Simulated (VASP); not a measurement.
Wanted: the native input for a VASP 6.6.1 run.

```
Task                   : relaxation of cell and atoms
Functional             : PBE
Potentials or basis    : VASP PAW PBE potentials, release 64 (Rb_sv, Br)
Cutoff                 : 600 eV
k mesh                 : 6 × 6 × 6
Occupations            : fermi-dirac, width 0.02 eV
Spin                   : no spin polarisation
Dipole correction      : no
Further INCAR settings : ALGO = Fast; EDIFF = 1e-06; IBRION = 2; EDIFFG = -0.005; NSW = 80; ISIF = 3
```

The structure of RbBr lies in POSCAR:

```
RbBr
1.0
    4.1260773000      0.0000000000      0.0000000000
    0.0000000000      4.1260773000      0.0000000000
    0.0000000000      0.0000000000      4.1260773000
Rb Br
1 1
Direct
    0.0000000000      0.0000000000      0.0000000000
    0.5000000000      0.5000000000      0.5000000000
```

The cell comes from a database or a generator and needn't be the stable form of this composition.

One way to write it, as run:

INCAR

```
SYSTEM = RbBr
PREC = Accurate
ENCUT = 600
EDIFF = 1E-6
ISMEAR = -1
SIGMA = 0.02
LREAL = .FALSE.
LASPH = .TRUE.
NELM = 100
ALGO = Fast
ISIF = 3
LWAVE = .FALSE.
LCHARG = .FALSE.
GGA = PE
IBRION = 2
NSW = 80
EDIFFG = -0.005
```

KPOINTS

```
Automatic mesh
0
G
  6 6 6
  0 0 0
```

Potentials or basis: VASP PAW PBE potentials, release 64 (Rb_sv, Br).

Run with:

```sh
$ cat potpaw_PBE.64/Rb_sv/POTCAR potpaw_PBE.64/Br/POTCAR > POTCAR
$ mpirun -np 1 vasp_std > vasp.out
```

Results of the run:

* Relaxed volume: 37.04 Å³/atom
* Relaxed cell: a = 4.200 Å, b = 4.200 Å, c = 4.200 Å, α = 90.00°, β = 90.00°, γ = 90.00°
* Space group after relaxing (to 0.05 Å): Pm-3m (No. 221)
* Energy gained by relaxing: 4.7 meV/atom
* Ionic steps: 4
* Pressure after relaxing: 0.0 GPa
* Band gap on the k mesh: 3.91 eV, indirect (least direct gap 4.06 eV)

It took 35 s on 1 thread of Intel(R) Xeon(R) Platinum 8559C (Emerald Rapids) (shared host), peak memory 0.22 GiB.
